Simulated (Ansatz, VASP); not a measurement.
Si in VASP and in Ansatz

```
Si
1.0
     2.53211    0.00000    0.00000
     0.00000    2.53211    0.00000
     0.00000    0.00000    2.53211
Si
1
Cartesian
  1.2661 1.2661 1.2661
```

The cell was built by a generator and needn't be a form met in nature.

Alike in both runs: task relaxation of cell and atoms; functional PBE0; k mesh 5 × 5 × 5; occupations fermi-dirac, width 0.05 eV; no spin polarisation.

|  | VASP | Ansatz |
| --- | --- | --- |
| version | VASP 6.6.1 | Ansatz 0.2.0 |
| potentials or method | VASP PAW PBE potentials, release 64 (Si) | Ansatz PAW |
| plane-wave cutoff (eV) | 600 | 420 |
| valence electrons in the cell | 4 | 4 |

Ansatz gave:

* gap on the k mesh at the Fermi level, each at its own relaxed structure (eV): none
* relaxed volume (Å³/atom): 16.42
* relaxed cell length with the largest relative difference (Å): 2.542

**Question.** Which values does VASP return?

**Answer.** gap on the k mesh at the Fermi level, each at its own relaxed structure (eV): none; relaxed volume (Å³/atom): 16.35; relaxed cell length with the largest relative difference (Å): 2.538.

A gap of «none» marks a metal or a gap that the smearing closes.

Caveats: the k mesh is coarse (spacing up to 0.50 Å⁻¹), so the values aren't converged, least of all with exact exchange; the PAW data sets were made with another functional, which shifts forces and pressure a little (VASP); the plane-wave basis is chosen anew once the cell has moved, so the energies of steps on either side of that aren't comparable (Ansatz); the PAW data sets come from PBE, with cores solved anew for the run's functional, which leaves a small shift of forces and pressure (Ansatz).
